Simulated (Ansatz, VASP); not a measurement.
# One calculation of HfH, two programs

```
CELL_PARAMETERS angstrom
3.11041 0.00000 0.00000
-1.55520 2.69369 0.00000
0.00000 0.00000 2.89563
ATOMIC_POSITIONS crystal
Hf 0.00000 0.00000 0.00000
H 0.66667 0.33333 0.50000
```

Alike in both runs: functional PBE; k mesh 24 × 24 × 18; occupations gaussian, width 0.1 eV; no spin polarisation.

Ansatz relaxed the structure, and its values are those at the end. VASP's run is a single point on that final structure, the one shown.

```csv
,VASP,Ansatz
version,VASP 6.6.1,Ansatz 0.2.0
potentials or method,"VASP PAW PBE potentials, release 64 (Hf_pv, H)","scalar-relativistic, plane waves, PAW"
plane-wave cutoff (eV),520,420
valence electrons in the cell,11,27
```

Ansatz gave:

```
gap on the k mesh at the Fermi level (eV) : none
pressure (GPa)                            : 0.0
```

Task: What did VASP give for the same quantities?

Result: gap on the k mesh at the Fermi level (eV): none; pressure (GPa): -0.6.

A gap of «none» marks a metal or a gap that the smearing closes. The two sets of potentials don't hold the same shells in valence.

The runs have no spin-orbit coupling, so splittings on Hf are missing.
